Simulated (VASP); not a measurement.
# MgS: molecular dynamics with a monitored distance, by stops when the distance exceeds

MgS, Fm-3m (no. 225), 8 atoms in the cell. PBE, molecular dynamics; PAW potentials S, Mg (PBE set).

| Stops when the distance exceeds (Å) | Largest distance met (Å) | Steps run | Mean temperature (K) | Time (s) |
|---|---|---|---|---|
| 2.758 | 2.602 | 80 | 909 | 138 |
| 4.163 | 2.602 | 80 | 909 | 151 |

Limits: 160 fs of 8 atoms are too short for converged averages; the distance is that to the nearest periodic copy, which so small a cell caps; the cell is only 5.2 Å across, so each atom moves in step with near copies of itself.

## Input of the first row

INCAR:
```
  ALGO = Normal
  ANDERSEN_PROB = 0.05
  EDIFF = 1E-5
  ENCUT = 260
  GGA = PE
  IBRION = 0
  ISIF = 2
  ISMEAR = 0
  ISYM = 0
  KPAR = 2
  LASPH = T
  LCHARG = F
  LREAL = Auto
  LWAVE = F
  MDALGO = 1
  NELM = 60
  NELMIN = 4
  NSW = 80
  POTIM = 2.0
  PREC = Normal
  RANDOM_SEED = 42791 0 0
  SIGMA = 0.05
  TEBEG = 1000
  TEEND = 1000
  VALUE_MAX = 2.758
  VALUE_MIN = 1.301
```

KPOINTS:
```
k-points
0
Monkhorst-Pack
  2 2 2
```

ICONST:
```
R 1 8 7
```

POSCAR:
```
MgS
1.0
    5.2033000000      0.0000000000      0.0000000000
    0.0000000000      5.2033000000      0.0000000000
    0.0000000000      0.0000000000      5.2033000000
S Mg
4 4
Direct
    0.5000000000      0.0000000000      0.0000000000
    0.5000000000      0.5000000000      0.5000000000
    0.0000000000      0.0000000000      0.5000000000
    0.0000000000      0.5000000000      0.0000000000
    0.0000000000      0.0000000000      0.0000000000
    0.0000000000      0.5000000000      0.5000000000
    0.5000000000      0.0000000000      0.5000000000
    0.5000000000      0.5000000000      0.0000000000
```

Commands:
```
cat potpaw_PBE.64/S/POTCAR potpaw_PBE.64/Mg/POTCAR > POTCAR
mpirun -np 2 vasp_std > vasp.out
```

Changes of the last row against the first:
```
- VALUE_MAX = 2.758
+ VALUE_MAX = 4.163
```

VASP 6.6.1 took 138 s on 2 cores (Intel Xeon Platinum 8375C @ 2.90GHz (Ice Lake)), a shared host.
